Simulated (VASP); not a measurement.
# Cd (R-3m) in VASP: single point with PBE

Aim: the single point of Cd with PBE.

All numbers are computed with VASP 6.6.1; they aren't measurements. Logs are shortened: lines on timing, memory, paths and dates and some standing lists are left out, and cuts for length are marked.

## 1. Starting point

Symmetry: R-3m, No. 166, trigonal system. Conventional cell: a = 7.528 Å, b = 7.528 Å, c = 21.565 Å, α = 90.00°, β = 90.00°, γ = 120.00°. Cd (site symmetry m) has 6 Cd at 2.86 to 3.10 Å as nearest neighbours. Cd (site symmetry m) is surrounded by 7 Cd at 2.97 to 3.14 Å.

The cell was built by a generator and needn't be a form met in nature.

## 2. Single point, PBE

File INCAR:

```
  ALGO = Fast
  EDIFF = 1E-6
  ENCUT = 520
  GGA = PE
  ISIF = 2
  ISMEAR = 0
  LASPH = T
  LCHARG = F
  LREAL = F
  LWAVE = F
  NBANDS = 84
  NELM = 100
  PREC = Accurate
  SIGMA = 0.1
```

File KPOINTS:

```
k-points
0
Gamma
  3 3 3
```

File POSCAR:

```
Cd
1.0
    3.7639688076      2.1731284043      7.1883072209
   -3.7639688076      2.1731284043      7.1883072209
    0.0000000000     -4.3462568085      7.1883072210
Cd
12
Direct
    0.0981495516      0.4921710971      0.0981495516
    0.0981495516      0.0981495516      0.4921710971
    0.4921710971      0.0981495516      0.0981495516
    0.9018504484      0.5078289029      0.9018504484
    0.5078289029      0.9018504484      0.9018504484
    0.9018504484      0.9018504484      0.5078289029
    0.2408313151      0.6382819271      0.2408313151
    0.2408313151      0.2408313151      0.6382819271
    0.6382819271      0.2408313151      0.2408313151
    0.7591686849      0.3617180729      0.7591686849
    0.3617180729      0.7591686849      0.7591686849
    0.7591686849      0.7591686849      0.3617180729
```

Potentials or basis: VASP PAW PBE potentials, release 64 (Cd).

On the command line:

```sh
$ cat potpaw_PBE.64/Cd/POTCAR > POTCAR
$ mpirun -np 1 vasp_std > vasp.out
```

OUTCAR:

```text
EDIFF = 1E-6
   ENCUT = 520
   GGA = PE
   ISIF = 2
   ISMEAR = 0
   LASPH = T
   LREAL = F
   NELM = 100
   PREC = Accurate

 ion  position               nearest neighbor table
   1  0.098  0.492  0.098-   4 2.86  11 2.97  12 2.97   2 2.97   3 2.97   7 3.10
   2  0.098  0.098  0.492-   6 2.86  10 2.97  11 2.97   3 2.97   1 2.97   8 3.10
   3  0.492  0.098  0.098-   5 2.86  10 2.97  12 2.97   2 2.97   1 2.97   9 3.10
   4  0.902  0.508  0.902-   1 2.86   9 2.97   8 2.97   6 2.97   5 2.97  10 3.10
   5  0.508  0.902  0.902-   3 2.86   7 2.97   8 2.97   6 2.97   4 2.97  11 3.10
   6  0.902  0.902  0.508-   2 2.86   7 2.97   9 2.97   4 2.97   5 2.97  12 3.10
   7  0.241  0.638  0.241-   5 2.97   6 2.97   8 2.99   9 2.99   1 3.10  12 3.14  11 3.14
   8  0.241  0.241  0.638-   4 2.97   5 2.97   7 2.99   9 2.99   2 3.10  10 3.14  11 3.14
   9  0.638  0.241  0.241-   4 2.97   6 2.97   8 2.99   7 2.99   3 3.10  12 3.14  10 3.14
  10  0.759  0.362  0.759-   3 2.97   2 2.97  12 2.99  11 2.99   4 3.10   8 3.14   9 3.14
  11  0.362  0.759  0.759-   1 2.97   2 2.97  12 2.99  10 2.99   5 3.10   8 3.14   7 3.14
  12  0.759  0.759  0.362-   1 2.97   3 2.97  10 2.99  11 2.99   6 3.10   7 3.14   9 3.14

  LATTYP: Found a trigonal (rhomboedric) cell.
 ALAT       =     8.4001017225
 COS(alpha) =     0.5984376967

  Lattice vectors:

 A1 = (   3.7639688076,   2.1731284043,   7.1883072209)
 A2 = (  -3.7639688076,   2.1731284043,   7.1883072209)
 A3 = (   0.0000000000,  -4.3462568085,   7.1883072210)

Analysis of symmetry for initial positions (statically):
=====================================================================
 Subroutine PRICEL returns:
 Original cell was already a primitive cell.

 Routine SETGRP: Setting up the symmetry group for a
 trigonal (rhombohedral) supercell.

 Subroutine GETGRP returns: Found 12 space group operations
 (whereof 12 operations were pure point group operations)
 out of a pool of 12 trial point group operations.

The static configuration has the point symmetry D_3d.

Analysis of symmetry for dynamics (positions and initial velocities):
=====================================================================
 Subroutine PRICEL returns:
 Original cell was already a primitive cell.

 Routine SETGRP: Setting up the symmetry group for a
 trigonal (rhombohedral) supercell.

 Subroutine GETGRP returns: Found 12 space group operations
 (whereof 12 operations were pure point group operations)
 out of a pool of 12 trial point group operations.

The dynamic configuration has the point symmetry D_3d.

 Subroutine INISYM returns: Found 12 space group operations
 (whereof 12 operations are pure point group operations),
 and found     1 'primitive' translations

----------------------------------------------------------------------------------------

                                     Primitive cell

  volume of cell :     352.7843

  direct lattice vectors                    reciprocal lattice vectors
     3.763968808  2.173128404  7.188307221     0.132838508  0.076694348  0.046371604
    -3.763968808  2.173128404  7.188307221    -0.132838508  0.076694348  0.046371604
     0.000000000 -4.346256808  7.188307221     0.000000000 -0.153388697  0.046371604

  length of vectors
     8.400101722  8.400101722  8.400101723     0.160244868  0.160244868  0.160244868

  position of ions in fractional coordinates (direct lattice)
     0.098149552  0.492171097  0.098149552
     0.098149552  0.098149552  0.492171097
     0.492171097  0.098149552  0.098149552
     0.901850448  0.507828903  0.901850448
     0.507828903  0.901850448  0.901850448
     0.901850448  0.901850448  0.507828903
     0.240831315  0.638281927  0.240831315
     0.240831315  0.240831315  0.638281927
     0.638281927  0.240831315  0.240831315
     0.759168685  0.361718073  0.759168685
     0.361718073  0.759168685  0.759168685
     0.759168685  0.759168685  0.361718073

  ion indices of the primitive-cell ions
   primitive index   ion index
                 1           1
                 2           2
                 3           3
                 4           4
                 5           5
                 6           6
                 7           7
                 8           8
                 9           9
                10          10
                11          11
                12          12

----------------------------------------------------------------------------------------

 KPOINTS: k-points

Automatic generation of k-mesh.
 Grid dimensions read from file:
 generate k-points for:    3    3    3

 Generating k-lattice:

  Cartesian coordinates                     Fractional coordinates (reciprocal lattice)
     0.044279503  0.025564783  0.015457201     0.333333333 -0.000000000  0.000000000
    -0.044279503  0.025564783  0.015457201    -0.000000000  0.333333333  0.000000000
     0.000000000 -0.051129566  0.015457201    -0.000000000 -0.000000000  0.333333333

  Length of vectors
     0.053414956  0.053414956  0.053414956

  Shift w.r.t. Gamma in fractional coordinates (k-lattice)
     0.000000000  0.000000000  0.000000000

 Subroutine IBZKPT returns following result:
 ===========================================

 Found      6 irreducible k-points:

 Following reciprocal coordinates:
            Coordinates               Weight
  0.000000  0.000000  0.000000      1.000000
  0.333333 -0.000000 -0.000000      6.000000
  0.333333  0.333333 -0.000000      6.000000
 -0.333333  0.333333  0.000000      6.000000
  0.333333  0.333333  0.333333      2.000000
 -0.333333  0.333333  0.333333      6.000000
   k-points           NKPTS =      6   k-points in BZ     NKDIM =      6   number of bands    NBANDS=     84
   number of dos      NEDOS =    301   number of ions     NIONS =     12
   total plane-waves  NPLWV = 262144
   dimension x,y,z NGX =    64 NGY =   64 NGZ =   64
   dimension x,y,z NGXF=   128 NGYF=  128 NGZF=  128
   ions per type =              12
   NGX,Y,Z   is equivalent  to a cutoff of  12.67, 12.67, 12.67 a.u.
   NGXF,Y,Z  is equivalent  to a cutoff of  25.33, 25.33, 25.33 a.u.
 SYSTEM =  unknown system
   PREC   = accura    normal or accurate (medium, high low for compatibility)
   ISTART =      0    job   : 0-new  1-cont  2-samecut
   ICHARG =      2    charge: 1-file 2-atom 10-const
   ISPIN  =      1    spin polarized calculation?
   LNONCOLLINEAR =      F non collinear calculations
   LSORBIT =      F    spin-orbit coupling
   LASPH  =      T    aspherical Exc in radial PAW
   ENCUT  =  520.0 eV  38.22 Ry    6.18 a.u.  15.62 15.62 15.62*2*pi/ulx,y,z
   NELM   =    100;   NELMIN=  2; NELMDL= -5     # of ELM steps
   EDIFF  = 0.1E-05   stopping-criterion for ELM
   LREAL  =      F    real-space projection
   EDIFFG = 0.1E-04   stopping-criterion for IOM
   NSW    =      0    number of steps for IOM
   IBRION =     -1    ionic relax: 0-MD 1-quasi-New 2-CG
   NFREE  =      0    steps in history (QN), initial steepest desc. (CG)
   ISIF   =      2    stress and relaxation
   ISYM   =      2    0-nonsym 1-usesym 2-fastsym
   POTIM  = 0.5000    time-step for ionic-motion
   TEBEG  =    0.0;   TEEND  =   0.0 temperature during run
   PSTRESS=    0.0 pullay stress
   NELECT =     144.0000    total number of electrons
   NUPDOWN=      -1.0000    fix difference up-down
   EMIN   =  10.00;   EMAX   =-10.00  energy-range for DOS
   EFERMI =   0.00;   METHOD = LEGACY
   ISMEAR =     0;   SIGMA  =   0.10  broadening in eV -4-tet -1-fermi 0-gaus
   EFERMI_NEDOS =   21; number of points for ismear=-14 and -15
   IALGO  =     68    algorithm
   IMIX   =      4    mixing-type and parameters
     AMIX     =   0.40;   BMIX     =  1.00
     AMIX_MAG =   1.60;   BMIX_MAG =  1.00
  volume/ion in A,a.u.               =      29.40       198.39
  Fermi-wavevector in a.u.,A,eV,Ry     =   1.214393  2.294870 20.065195  1.474750
  Thomas-Fermi vector in A             =   2.349814
   LORBIT       =      0    0 simple, 1 ext, 2 COOP (PROOUT), +10 PAW based schemes
   GGA     = PE    functional components
   LHFCALC =     F    Hartree Fock is set to
   AEXX    =    0.0000 exact exchange contribution
   IVDW    =     0    specifies the selected vdW correction
   LEPSILON=     F    determine dielectric tensor
   LRPA    =     F    only Hartree local field effects (RPA)
 non-spin polarized calculation
 RMM-DIIS sequential band-by-band and
 Gauss-broadening in eV      SIGMA  =   0.10
  energy-cutoff  :      520.00
  volume of cell :      352.78
 maximum number of plane-waves:      9520
 NGX is ok and might be reduce to    64
   NGX = 31   NGY = 31   NGZ = 31

 number of electron     144.0000007 magnetization

 Free energy of the ion-electron system (eV)
  ---------------------------------------------------
  ext. energy  EPLUGINS =         0.00000000
  ---------------------------------------------------
  free energy    TOTEN  =        -7.48815009 eV

  energy without entropy =       -7.47257654  energy(sigma->0) =       -7.48036331

 E-fermi :   0.9765     XC(G=0):  -9.2462

 val. band max:        0.9275986384   @ k =   0.3333   0.3333  -0.0000
 cond. band min:       1.0737848499   @ k =  -0.3333   0.3333   0.3333
 fundamental gap:      0.1461862114
 Fermi energy:         0.9764862565

 k-point     1 :       0.0000    0.0000    0.0000
  band No.  band energies     occupation
      1      -8.3740      2.00000
      2      -8.3101      2.00000
      3      -8.2764      2.00000
      4      -8.2764      2.00000
      5      -8.2197      2.00000
      6      -8.1892      2.00000
[... 76 lines left out ...]
     83       5.4981      0.00000
     84       5.4982      0.00000

 k-point     2 :       0.3333   -0.0000   -0.0000
  band No.  band energies     occupation
      1      -8.3442      2.00000
      2      -8.2985      2.00000
      3      -8.2821      2.00000
      4      -8.2659      2.00000
      5      -8.2558      2.00000
      6      -8.2530      2.00000
[... 76 lines left out ...]
     83       5.1633      0.00000
     84       5.2434      0.00000

 k-point     3 :       0.3333    0.3333   -0.0000
  band No.  band energies     occupation
      1      -8.3454      2.00000
      2      -8.2882      2.00000
      3      -8.2867      2.00000
      4      -8.2762      2.00000
      5      -8.2452      2.00000
      6      -8.2422      2.00000
[... 76 lines left out ...]
     83       5.0301      0.00000
     84       5.1850      0.00000

 k-point     4 :      -0.3333    0.3333    0.0000
  band No.  band energies     occupation
      1      -8.3151      2.00000
      2      -8.3067      2.00000
      3      -8.2866      2.00000
      4      -8.2742      2.00000
      5      -8.2494      2.00000
      6      -8.2427      2.00000
[... 76 lines left out ...]
     83       4.5818      0.00000
     84       4.8597      0.00000

 k-point     5 :       0.3333    0.3333    0.3333
  band No.  band energies     occupation
      1      -8.3885      2.00000
      2      -8.3413      2.00000
      3      -8.2792      2.00000
      4      -8.2792      2.00000
      5      -8.2262      2.00000
      6      -8.1966      2.00000
[... 76 lines left out ...]
     83       5.4871      0.00000
     84       5.7451      0.00000

 k-point     6 :      -0.3333    0.3333    0.3333
  band No.  band energies     occupation
      1      -8.3557      2.00000
      2      -8.3208      2.00000
      3      -8.2727      2.00000
      4      -8.2667      2.00000
      5      -8.2624      2.00000
      6      -8.2355      2.00000
[... 76 lines left out ...]
     83       4.2565      0.00000
     84       5.0281      0.00000

------------------------ aborting loop because EDIFF is reached ----------------------------------------

  FORCE on cell =-STRESS in cart. coord.  units (eV):
  Direction    XX          YY          ZZ          XY          YZ          ZX
  --------------------------------------------------------------------------------------
  -------------------------------------------------------------------------------------
  Total        0.4945740      0.4945740      0.4158406      0.0000000     -0.0000000      0.0000000
  in kB        2.2461182      2.2461182      1.8885486      0.0000000     -0.0000000      0.0000000
  external PRESSURE =       2.1269283 kB  Pullay stress =       0.0000000 kB

 VOLUME and BASIS-vectors are now :
 -----------------------------------------------------------------------------
  energy-cutoff  :      520.00
  volume of cell :      352.78
      direct lattice vectors                 reciprocal lattice vectors
     3.763968808  2.173128404  7.188307221     0.132838508  0.076694348  0.046371604
    -3.763968808  2.173128404  7.188307221    -0.132838508  0.076694348  0.046371604
     0.000000000 -4.346256808  7.188307221     0.000000000 -0.153388697  0.046371604

 POSITION                                       TOTAL-FORCE (eV/Angst)
 -----------------------------------------------------------------------------------
     -1.48308      0.85626      4.94894        -0.002345      0.001354      0.000017
      0.00000     -1.71252      4.94894         0.000000     -0.002708      0.000017
      1.48308      0.85626      4.94894         0.002345      0.001354      0.000017
      1.48308     -0.85626     16.61599         0.002345     -0.001354     -0.000017
     -1.48308     -0.85626     16.61599        -0.002345     -0.001354     -0.000017
      0.00000      1.71252     16.61599         0.000000      0.002708     -0.000017
     -1.49599      0.86371      8.05051        -0.002909      0.001680      0.002431
      0.00000     -1.72742      8.05051         0.000000     -0.003359      0.002431
      1.49599      0.86371      8.05051         0.002909      0.001680      0.002431
      1.49599     -0.86371     13.51442         0.002909     -0.001680     -0.002431
     -1.49599     -0.86371     13.51442        -0.002909     -0.001680     -0.002431
      0.00000      1.72742     13.51442         0.000000      0.003359     -0.002431
 -----------------------------------------------------------------------------------
    total drift:                               -0.000000      0.000000     -0.000000

  FREE ENERGIE OF THE ION-ELECTRON SYSTEM (eV)
  ---------------------------------------------------
  free  energy   TOTEN  =        -7.4881500943 eV

  energy  without entropy=       -7.4725765350  energy(sigma->0) =       -7.48036331
```

Run time: 4.9 min. Hardware: 1 thread of Intel Xeon Platinum 8488C (Sapphire Rapids), shared host; peak memory 0.61 GiB.

What came out:

```
Free energy            : -7.4882 eV
Pressure               : 0.2 GPa
Largest force          : 0.004 eV/Å
Band gap on the k mesh : none (metal or under the smearing width)
```

Forces on the atoms (eV/Å):
```
Cd  -0.002  0.001  0.000
Cd   0.000 -0.003  0.000
Cd   0.002  0.001  0.000
Cd   0.002 -0.001  0.000
Cd  -0.002 -0.001  0.000
Cd   0.000  0.003  0.000
Cd  -0.003  0.002  0.002
Cd   0.000 -0.003  0.002
Cd   0.003  0.002  0.002
Cd   0.003 -0.002 -0.002
Cd  -0.003 -0.002 -0.002
Cd   0.000  0.003 -0.002
```
